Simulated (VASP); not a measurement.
Tc: single point with PBE

The system is Tc.

```
CELL_PARAMETERS angstrom
0.00000 1.95000 1.95000
1.95000 0.00000 1.95000
1.95000 1.95000 0.00000
ATOMIC_POSITIONS crystal
Tc 0.00000 0.00000 0.00000
```

This isn't the form of Tc at room conditions, which is hcp.

| Quantity | Value |
| --- | --- |
| Program | VASP 6.6.1 |
| Task | single point |
| Functional | PBE |
| Potentials or basis | VASP PAW PBE potentials, release 64 (Tc_pv) |
| Cutoff | 520 eV |
| k mesh | 12 × 12 × 12 |
| Occupations | fermi-dirac, width 0.05 eV |
| Spin | no spin polarisation |

| Property | Result |
| --- | --- |
| Pressure | -6.9 GPa |
| Band gap on the k mesh | none (metal or under the smearing width) |

Levels at points of the mesh, in eV from the Fermi level:
```tsv
k point	band 4	band 5	band 6	band 7	band 8	band 9	band 10	band 11
(0.00, 0.00, 0.00)	-7.40	-1.76	-1.76	-1.76	0.74	0.74	13.98	19.41
(0.50, 0.00, 0.00)	-5.39	-1.91	-1.91	1.15	2.68	2.68	10.32	13.61
(0.50, 0.50, 0.00)	-5.72	-5.15	2.62	3.22	3.22	3.69	12.79	12.79
```

It took 7.2 s on 1 thread of Intel(R) Xeon(R) Platinum 8488C (Sapphire Rapids), with other jobs on the host, peak memory 0.14 GiB.
